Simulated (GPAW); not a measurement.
Set up this calculation in GPAW 26.7.0, as an ASE script.

| Property | Result |
| --- | --- |
| Task | single point |
| Functional | PBE |
| Potentials or basis | GPAW PAW data sets (gpaw-data 1.2.1) |
| Cutoff | 600 eV |
| Basis | pw |
| k mesh | 8 × 8 × 8 |
| Occupations | fermi-dirac, width 0.05 eV |
| Spin | no spin polarisation |
| Maxiter | 150 |

Crystal: AgCl (Chlorargyrite).

```
CELL_PARAMETERS angstrom
0.00000 2.73500 2.73500
2.73500 0.00000 2.73500
2.73500 2.73500 0.00000
ATOMIC_POSITIONS crystal
Ag 0.98280 0.01129 0.99551
Cl 0.49628 0.50908 0.50356
```

The cell isn't the ideal one: atoms moved at random, drawn with an rms of 0.05 Å.

These files were run (other wordings do the same):

run.py

```python
from ase import Atoms
from ase.dft.bandgap import bandgap
from ase.io import write
from ase.units import GPa
from gpaw import GPAW, PW

atoms = Atoms(['Ag', 'Cl'],
              cell=[[0.0, 2.735, 2.735],
                    [2.735, 0.0, 2.735],
                    [2.735, 2.735, 0.0]],
              scaled_positions=[[-0.017198, 0.011295, -0.004485],
                                [0.496284, 0.509075, 0.50356]],
              pbc=True)

calc = GPAW(mode=PW(600),
            xc='PBE',
            kpts={'size': (8, 8, 8), 'gamma': True},
            occupations={'name': 'fermi-dirac', 'width': 0.05},
            nbands=23,
            convergence={'density': 1e-05, 'energy': 1e-05},
            maxiter=150,
            txt='gpaw.txt')
atoms.calc = calc
energy = atoms.get_potential_energy()
forces = atoms.get_forces()
stress = atoms.get_stress()
calc.write('gs.gpw')
write('result.traj', atoms)
print(f'Energy: {energy:.6f} eV')
print('Forces (eV/A):')
print(forces.round(4))
print('Stress (GPa):', (stress / GPa).round(3))
print('Fermi level:', round(calc.get_fermi_level(), 4), 'eV')
print(f'Gap: {bandgap(calc)[0]:.4f} eV, direct: {bandgap(calc, direct=True)[0]:.4f} eV')
```

Potentials or basis: GPAW PAW data sets (gpaw-data 1.2.1), pw.

Command:

```console
$ OMP_NUM_THREADS=1 python run.py
```

It gave:

```json
{
  "Pressure": "4.1 GPa",
  "Largest force": "0.109 eV/Å",
  "Band gap on the k mesh": "0.88 eV, indirect (least direct gap 3.18 eV)"
}
```

Wall time 3 min on 1 thread of Arm Neoverse V1 (shared host), peak memory 0.35 GiB.
